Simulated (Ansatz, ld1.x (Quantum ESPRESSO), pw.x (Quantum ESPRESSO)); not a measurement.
**Zr (Z = 40): one change to the PAW potential, in the atom and in the bcc crystal**

zirconium, PAW, made with ld1.x (Quantum ESPRESSO) 7.5 (PBE, scalar-relativistic). Core [Ar] 3d10, reference 4s2 4p6 4d2 5s0 5p0 (charge +2). Waves: 4s (bound): rcut 1.70, rcutus 1.85 bohr; 5s (bound, empty): rcut 1.70, rcutus 1.85 bohr; 4p (bound): rcut 2.45, rcutus 2.65 bohr; 5p (bound, empty): rcut 2.45, rcutus 2.65 bohr; 4d (bound): rcut 2.50, rcutus 3.00 bohr; 4d channel at -0.6 Ry: rcut 2.50, rcutus 3.00 bohr. Local part: all-electron potential smoothed inside 2.45 bohr (lloc = -1). Core correction: Bessel-smoothed model core inside 1.20 bohr. Augmentation charge: PSQ, inside the norm-conserving radii.

Change: augmentation BESSEL, radius 1.60 bohr.

Cutoffs, loose and tight: the cutoffs (Ry, on a coarse ladder) from which the occupation-weighted sum of valence levels, in a spherical-Bessel basis at the reference potential, stays within 10 and 1 mRy of its value at 400 Ry. They do not see the model core or the augmentation charge, which bear on the density cutoff. Test errors are all-electron minus pseudo excitation energies from the reference, over the configurations 4s2 4p6 4d2 5s2 5p0; 4s2 4p6 4d2 5s1 5p0; 4s2 4p6 4d1 5s0 5p0; 4s2 4p6 4d1 5s2 5p0; 4s1 4p6 4d2 5s2 5p0; 4s2 4p6 4d1 5s2 5p1; 4s2 4p6 4d3 5s1 5p0; variants that change the core or the reference have their own tests.

Crystal test: bcc Zr in pw.x 7.5, no spin, 13³ k-points, Fermi–Dirac smearing 0.01 Ry, cutoffs set for each file from its atomic test. The reference is all-electron LAPW (Ansatz 0.2.0) with the same functional, mesh and smearing; V0 and B0 come from Birch–Murnaghan fits to the pressures at five volumes. Errors are pseudo minus all-electron; Δ is the rms difference of the E(V) curves that follow from these fits, minima aligned, over ±6 % about the mean V0. Mesh and smearing are coarse, so the numbers serve the comparison and aren't converged zero-temperature values; the lattice is a test structure that the element need not adopt.

All-electron: a0 = 3.582 Å (V0 = 22.98 Å³/atom), B0 = 86.4 GPa.

Question: Does the change bring the crystal closer to the all-electron result?

Answer: The mean pressure error goes from -0.60 to -3.52 GPa, so the change moves the solid further from the all-electron pressures.

| quantity | base | changed |
| --- | --- | --- |
| outcome (atom) | generated | generated |
| cutoff, loose (atom) | 15 Ry | 15 Ry |
| cutoff, tight (atom) | 21 Ry | 21 Ry |
| bound ghosts (atom) | none | none |
| largest test error (meV) (atom) | -9.7 over the solved tests; 1 of 7 tests not solved or not reliable | +71 over the solved tests; 2 of 7 tests not solved or not reliable |
| cutoffs in pw.x (Ry) | 40/320 | 40/320 |
| a0 (Å) | 3.574 | 3.528 |
| a0 error (%) | -0.24 | -1.51 |
| B0 error (%) | -1.2 | -3.5 |
| Δ (meV/atom) | 3.1 | 19.1 |
| mean pressure error (GPa) | -0.60 | -3.52 |

Base: Atomic configuration tests: 1 of 7 tests not solved or not reliable. Changed file: This is a poor potential for the solid. Atomic configuration tests: 2 of 7 tests not solved or not reliable. The atomic cutoffs weigh occupied waves only.
